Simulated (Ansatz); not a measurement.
The elements of this relaxed crystal are hidden behind letters.

```
lattice vectors (Å)
   2.7291    0.0000    0.0000
   0.0000    2.7291    0.0000
   0.0000    0.0000    3.7650
fractional positions
X 0.5000 0.5000 0.5000
Z 0.0000 0.0000 0.0000
```

The calculation used DFT PBE, scalar-relativistic, plane waves, PAW (Ansatz 0.2.0). Plane waves to 420 eV, a 20×20×14 mesh through Γ for the 2-atom cell and 0.10 eV Gaussian smearing; collinear spin.

```
Space group                                 : P4/mmm (No. 123)
Conventional cell                           : a = 2.729 Å, c = 3.765 Å
Volume per atom                             : 14.02 Å³
Density                                     : 14.86 g/cm³
Formation energy                            : −0.23 eV/atom
Gap on the 20×20×14 mesh of the 2-atom cell : 0 eV (a metal)
Net moment per atom                         : 1.65 μB
```

Energies are uncorrected and count from the elements' standard states at the same level.

Q: X is a d-block element of period 4 and Z is a d-block element of period 6. Which elements are they?

A: X = Fe, Z = Pt, so the formula is FePt, here in the CuAu (L1_0) type. Density times volume gives a mean mass of 14.86 × 14.02/1.6605 = 125.5 u per atom, and this set has 125.5 u. Fe has 8 Pt at 2.70 Å and 4 Fe at 2.73 Å; Pt is surrounded by 8 Fe at 2.70 Å and 4 Pt at 2.73 Å. Other sets within the hints have nearly the same mass, so mass alone doesn't settle it; this one was computed.

These runs have no spin–orbit coupling, which can matter for Pt. The magnetic state reached may not be the lowest. A later test with randomly moved atoms came back to the same energy, though modes that don't fit the test's cell weren't probed.
